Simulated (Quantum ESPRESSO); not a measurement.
ZnO (zincite):

```xyz
4
Lattice="3.2493 0.0000 0.0000 -1.6247 2.8140 0.0000 0.0000 0.0000 5.2057" Properties=species:S:1:pos:R:3 pbc="T T T"
Zn    1.6247    0.9380    0.0000
Zn    0.0000    1.8760    2.6029
O     0.0000    1.8760    4.5759
O     1.6247    0.9380    1.9730
```

Base run:

| Item | Value |
| --- | --- |
| Program | Quantum ESPRESSO 7.5 |
| Functional | r2SCAN |
| Potentials or basis | SG15 PBE 1.2 |
| Cutoff | 1197 eV |
| Density cutoff | 4789 eV |
| k mesh | 7 × 7 × 4 |
| Occupations | fermi-dirac, width 0.05 eV |
| Spin | no spin polarisation |

Its results: band gap on the k mesh 1.27 eV, direct; pressure -0.4 GPa; largest force 0.031 eV/Å.

**Question.** The run is repeated on the same cell with these changes: functional from r2SCAN to PBE; k mesh from 7 × 7 × 4 to 4 × 4 × 2. What comes out?

**Answer.** Band gap on the k mesh 0.86 eV, direct; pressure 4.7 GPa; largest force 0.064 eV/Å.

Several settings changed at once, so the effect can't be laid on one alone.

Caveats: some runs use coarse meshes; the potentials were made for another functional, which shifts forces and pressure (some runs).

Not every run made on this cell is shown here.
